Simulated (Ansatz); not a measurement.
PbSe:

```xyz
2
Lattice="3.7843 0.0000 0.0000 0.0000 3.7843 0.0000 0.0000 0.0000 3.7843" Properties=species:S:1:pos:R:3 pbc="T T T"
Pb    0.0000    0.0000    0.0000
Se    1.8922    1.8922    1.8922
```

Measurements of this composition are mostly on another form, of space group No. 225.

Program: Ansatz 0.2.0. Alike in all runs: task band structure; potentials or basis Ansatz PAW; cell as given; smearing fermi-dirac 0.05 eV. Hardware: 2 threads of Arm Neoverse V2, with other jobs on the host.

**Question.** Order these runs on this cell by their wall time, lowest first.
A. level r2SCAN; spin off; k mesh 7 × 7 × 7; cutoff (eV) 500
B. level BLYP; spin off; k mesh 7 × 7 × 7; cutoff (eV) 420
C. level r2SCAN; spin SOC, no magnetisation; k mesh 5 × 5 × 5; cutoff (eV) 500

**Answer.** B (2 s), A (5.2 s), C (31 s).

Runs at the PBE level aren't shown here.
